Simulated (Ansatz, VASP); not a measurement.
# Two plane-wave programs on WS2

```
W S
1.0
     3.15972    0.00000    0.00000
    -1.57986    2.73639    0.00000
     0.00000    0.00000   16.93947
W S
1 2
Direct
  0.33333 0.66667 0.00000
  0.66667 0.33333 0.90696
  0.66667 0.33333 0.09304
```

Alike in both runs: functional PBE; dispersion D3(BJ); k mesh 12 × 12 × 2; occupations gaussian, width 0.02 eV; no spin polarisation.

Ansatz relaxed the structure, and its values are those at the end. VASP's run is a single point on that final structure, the one shown.

|  | VASP | Ansatz |
| --- | --- | --- |
| version | VASP 6.6.1 | Ansatz 0.2.0 |
| potentials or method | VASP PAW PBE potentials, release 64 (W_sv, S) | scalar-relativistic, plane waves, PAW |
| plane-wave cutoff (eV) | 520 | 420 |
| valence electrons in the cell | 26 | 26 |

|  | VASP | Ansatz | Ansatz less VASP |
| --- | --- | --- | --- |
| gap on the k mesh at the Fermi level (eV) | 1.92 | 1.92 | -0.004 |
| least direct gap on the mesh (eV) | 1.92 | 1.92 | -0.004 |

Ansatz warned: «xc_potential_rough_in_thin_density».

Caveats: spin-orbit coupling is left out, which moves the levels of the heavy elements. As with any semilocal functional, this PBE gap is likely too small.
